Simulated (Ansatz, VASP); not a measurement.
# Two plane-wave programs on Os

```
Os
1.0
     0.00000    2.88889    2.88889
     2.88889    0.00000    2.88889
     2.88889    2.88889    0.00000
Os
2
Direct
  0.12500 0.12500 0.12500
  0.87500 0.87500 0.87500
```

Alike in both runs: task single point; functional BLYP; k mesh 11 × 11 × 11; occupations fermi-dirac, width 0.1 eV; no spin polarisation.

|  | VASP | Ansatz |
| --- | --- | --- |
| version | VASP 6.6.1 | Ansatz 0.2.0 |
| potentials or method | VASP PAW PBE potentials, release 64 (Os) | plane waves (420 eV) with PAW, scalar-relativistic |
| plane-wave cutoff (eV) | 520 | 420 |
| valence electrons in the cell | 16 | 32 |

|  | VASP | Ansatz | Ansatz less VASP |
| --- | --- | --- | --- |
| pressure (GPa) | -11.3 | -11.7 | -0.37 |

The two sets of potentials don't hold the same shells in valence.

Caveats: the PAW data sets were made with another functional, which shifts forces and pressure a little (VASP). The runs have no spin-orbit coupling, so splittings on Os are missing.
